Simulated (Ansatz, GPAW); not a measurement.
Given: the input of a run of GPAW 26.7.0 (ASE script) on CdS (Hawleyite). 

run.py

```python
from ase import Atoms
from ase.dft.bandgap import bandgap
from ase.io import write
from ase.units import Bohr, GPa
from gpaw import GPAW, PW
from gpaw.elf import elf_from_dft_calculation

atoms = Atoms(['Cd', 'S'],
              cell=[[0.0, 2.9165, 2.9165],
                    [2.9165, 0.0, 2.9165],
                    [2.9165, 2.9165, 0.0]],
              scaled_positions=[[0.0, 0.0, 0.0],
                                [0.75, 0.75, 0.75]],
              pbc=True)

calc = GPAW(mode=PW(600),
            xc='PBE',
            kpts={'size': (8, 8, 8), 'gamma': True},
            occupations={'name': 'methfessel-paxton', 'order': 0, 'width': 0.022},
            nbands=18,
            convergence={'density': 1e-05, 'energy': 1e-05},
            maxiter=150,
            txt='gpaw.txt')
atoms.calc = calc
energy = atoms.get_potential_energy()
forces = atoms.get_forces()
stress = atoms.get_stress()
calc.write('gs.gpw')
write('result.traj', atoms)
print(f'Energy: {energy:.6f} eV')
print('Forces (eV/A):')
print(forces.round(4))
print('Stress (GPa):', (stress / GPa).round(3))
print('Fermi level:', round(calc.get_fermi_level(), 4), 'eV')
print(f'Gap: {bandgap(calc)[0]:.4f} eV, direct: {bandgap(calc, direct=True)[0]:.4f} eV')

# fields on the real-space grid
write('density.cube', atoms, data=calc.get_pseudo_density() * Bohr**3)
write('potential.cube', atoms, data=calc.get_electrostatic_potential())
write('elf.cube', atoms, data=elf_from_dft_calculation(calc).data)
```

Potentials or basis: GPAW PAW data sets (gpaw-data 1.2.1), pw.

Launch:

```sh
$ OMP_NUM_THREADS=1 python run.py
```

Problem. Set up the same calculation for Ansatz 0.2.0. Potentials or basis there: all-electron LAPW, scalar-relativistic.

Solution. As run (cutoffs and basis follow the program's own potentials, and thresholds, step limits or extra output files can differ):

input.yaml

```yaml
crystal:
  lattice:
    - [0.0, 2.9165, 2.9165]
    - [2.9165, 0.0, 2.9165]
    - [2.9165, 2.9165, 0.0]
  atoms:
    - { symbol: Cd, position: [0.0, 0.0, 0.0] }
    - { symbol: S, position: [0.75, 0.75, 0.75] }
kpoints:
  mp_grid: { grid: [8, 8, 8] }
scf:
  occupations: { method: gaussian, width: 0.022 }
hamiltonian:
  xc: pbe
  pseudopotentials: { kind: all_electron, lapw: { basis_error: 0.001 } }
output:
  forces: true
  stress: true
  eigenvalues: true
```

Potentials or basis: all-electron LAPW, scalar-relativistic.

The run is started by

```sh
$ ansatz run input.yaml --threads 1 --pin off --max-ram 3072MiB --backend cpu --events-out ev --progress --plain --runs-dir out
```

Both were run:

|  | GPAW | Ansatz |
| --- | --- | --- |
| Pressure | 2.6 GPa | 2.9 GPa |

Where Ansatz's input types no cutoff or centring, it takes its own default and a Γ-centred mesh.

Pressure is positive in compression.
